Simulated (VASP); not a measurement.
A run of VASP 6.6.1:

INCAR

```
  PREC = Accurate
  ENCUT = 520
  EDIFF = 1E-6
  ISMEAR = -1
  SIGMA = 0.15
  LREAL = F
  LASPH = T
  NELM = 100
  ALGO = Fast
  ISIF = 2
  LWAVE = F
  LCHARG = F
  GGA = PS
  NBANDS = 12
```

The input KPOINTS:

```
Automatic mesh
0
Gamma
  8 8 8
```

The input POSCAR:

```
Li
1.0
    7.7966470000      0.0000000000      0.0000000000
    7.1799586138      3.0390621493      0.0000000000
    7.1799586138      1.4569616787      2.6670510708
Li
3
Direct
    0.0000000000      0.0000000000      0.0000000000
    0.2220000000      0.2220000000      0.2220000000
    0.7780000000      0.7780000000      0.7780000000
```

Potentials or basis: VASP PAW PBE potentials, release 64 (Li_sv).

Launch:

```sh
$ cat potpaw_PBE.64/Li_sv/POTCAR > POTCAR
$ mpirun -np 1 vasp_std > vasp.out
```

Hardware: 1 thread of Intel(R) Xeon(R) Platinum 8259CL CPU @ 2.50GHz (Skylake/Cascade Lake), on a shared host.

Problem. Estimate the wall time of this run.

Solution. Wall time 5.9 min on 1 thread of Intel(R) Xeon(R) Platinum 8259CL CPU @ 2.50GHz (Skylake/Cascade Lake), on a shared host, peak memory 0.44 GiB. Counts: scf iterations 15, k points 65.
